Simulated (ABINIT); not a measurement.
Ge:

```xyz
1
Lattice="1.3971 -2.6005 0.0000 1.3971 2.6005 0.0000 0.0000 0.0000 2.6982" Properties=species:S:1:pos:R:3 pbc="T T T"
Ge    1.3971    0.0000    0.0000
```

This isn't the form of Ge at room conditions, which is diamond.

* Program: ABINIT 10.8.3 (patched build)
* Task: single point
* Functional: PBE
* Potentials or basis: JTH PAW PBE v2.0
* Cutoff: 599 eV
* k mesh: 11 × 11 × 10
* Occupations: fermi-dirac, width 0.05 eV
* Spin: no spin polarisation

On this cell: pressure -1.0 GPa; band gap on the k mesh none (metal or under the smearing width).

The same run follows on a disturbed copy (cell strained at random at fixed volume):

```xyz
1
Lattice="1.3670 -2.6325 0.0133 1.3601 2.6288 0.0078 0.0204 -0.0029 2.7332" Properties=species:S:1:pos:R:3 pbc="T T T"
Ge    1.4077   -0.0092   -0.0083
```

What does the disturbed cell give?

The energy (extrapolated to zero smearing) moves by +13.6 meV/atom; pressure -0.7 GPa; band gap on the k mesh none (metal or under the smearing width).

Stress tensor (GPa, compression positive):
```
 3.57 -0.09 -0.33
-0.09 -2.02  0.08
-0.33  0.08 -3.51
```
